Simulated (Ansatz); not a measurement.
## Structure search: one Cd candidate

All numbers below come from DFT PBE, scalar-relativistic, plane waves, PAW (Ansatz 0.2.0). Cutoff 420 eV, Gaussian smearing, Γ-centred meshes. Cell and atoms relax first on a coarse mesh and then on a finer one. In between, the cell is made exact in the group found at 0.06 Å. In metals the finer mesh still leaves noise of several meV/atom or more. The steps can't lower the symmetry of their start. No spin polarisation.

The cell of Cd is invented: random cell by space group and Wyckoff sites (P4/mmm, No. 123). The dimensions are guesses.

```cif
data_structure
_symmetry_space_group_name_H-M 'Pm-3m'
_symmetry_Int_Tables_number 221
_cell_length_a 2.7180
_cell_length_b 2.7180
_cell_length_c 2.7180
_cell_angle_alpha 90.000
_cell_angle_beta 90.000
_cell_angle_gamma 90.000
_cell_volume 20.08
loop_
_atom_site_label
_atom_site_type_symbol
_atom_site_symmetry_multiplicity
_atom_site_Wyckoff_symbol
_atom_site_fract_x
_atom_site_fract_y
_atom_site_fract_z
_atom_site_occupancy
Cd1 Cd 1 a 0.00000 0.00000 0.00000 1
```

Energies count from the standard state of Cd at the same level.

Question: Where does the relaxation end?

Answer: The symmetry stays Pm-3m (No. 221). The end has the simple cubic type. The volume per atom grows by 34.0 %, from 20.1 to 26.9 Å³. The shortest distance goes from 2.72 Å (Cd–Cd) to 3.00 Å (Cd–Cd). The energy falls by about 0.32 eV/atom (the start's value is from the coarse mesh). The end is written in a standard setting, so origin, axes and order of atoms can differ from the start's. Conventional cell: a = 2.997 Å. Cd has 6 Cd at 3.00 Å.

```yaml
crystal:
  lattice:
    - [2.99682, 0.00000, 0.00000]
    - [0.00000, 2.99682, 0.00000]
    - [0.00000, 0.00000, 2.99682]
  atoms:
    - { symbol: Cd, position: [0.00000, 0.00000, 0.00000] }
```

Question: How does it come out in energy, and is it a metal?

Answer: The energy over the standard state is +0.12 eV/atom and the gap on the 18×18×18 mesh of the 1-atom cell is 0 eV (a metal).

So it is a metastable form at best.

The last run used Gaussian smearing of 0.10 eV. A structure relaxed within its symmetry needn't be a true minimum.
